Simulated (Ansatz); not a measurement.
K4IBr3 (ordered model alloy, started on the KBr lattice) (Cmmm), computed twice by G0W0.

```yaml
crystal:
  lattice:
    - [-0.00217, 6.49036, 6.49054]
    - [6.49036, -0.00217, 6.49054]
    - [6.48819, 6.48819, 0.00000]
  atoms:
    - { symbol: K, position: [0.98761, 0.01239, 0.00000] }
    - { symbol: K, position: [0.98761, 0.01239, 0.50000] }
    - { symbol: K, position: [0.99396, 0.49396, 0.00604] }
    - { symbol: K, position: [0.99396, 0.49396, 0.50604] }
    - { symbol: K, position: [0.50604, 0.00604, 0.99396] }
    - { symbol: K, position: [0.50604, 0.00604, 0.49396] }
    - { symbol: K, position: [0.51239, 0.48761, 0.00000] }
    - { symbol: K, position: [0.51239, 0.48761, 0.50000] }
    - { symbol: Br, position: [0.25000, 0.25000, 0.25000] }
    - { symbol: Br, position: [0.25000, 0.25000, 0.75000] }
    - { symbol: I, position: [0.25000, 0.75000, 0.25000] }
    - { symbol: I, position: [0.25000, 0.75000, 0.75000] }
    - { symbol: Br, position: [0.75000, 0.25000, 0.25000] }
    - { symbol: Br, position: [0.75000, 0.25000, 0.75000] }
    - { symbol: Br, position: [0.75000, 0.75000, 0.25000] }
    - { symbol: Br, position: [0.75000, 0.75000, 0.75000] }
```

The structure was relaxed with LDA. The runs that relaxed it are not among those shown. Spin-orbit coupling is left out unless a run names it.

The first (Ansatz 0.2.0; start LDA, 2×2×2 mesh, 973 empty bands, screening to 85 eV, PAW set soft_1 files; 4 threads of Arm Neoverse V1, shared host) gave, on its mesh: starting gap 3.86 eV, G0W0 gap 6.18 eV, RPA ε∞ (mean) 2.72, 10 min.

The second changes empty bands from 973 to 246 and screening cutoff (eV) from 85.0 to 34. What does it give?

It gave: starting gap 3.86 eV, G0W0 gap 5.86 eV, RPA ε∞ (mean) 2.76, 77 s. The G0W0 gap moves by −0.32 eV, +0.00 eV from the start and −0.32 eV from the correction. Σc changes by +0.49 eV at the valence top and +0.16 eV at the conduction bottom, and Σx − Vxc between them by +0.00 eV.

Limits: not at the basis limit; no spin-orbit coupling.

[Paths, hosts, dates, memory and timing lines, banners, echoed tables and standing remarks are left out of the program output.]

[Logs are printed without paths, hosts, clocks, repeated set-up lines and the standing remarks that a program may print on its own settings, such as how far it seeks lower states.]

[Runs of the session that timed out or met a known fault of the program may be left out.]

[Cells called generated may have been cut or substituted from an entry of the Crystallography Open Database or the Materials Project.]

[Hosts, paths, dates, database ids (printed as entryN), source tags and the programs' standing remarks are cut or masked in the printed files.]
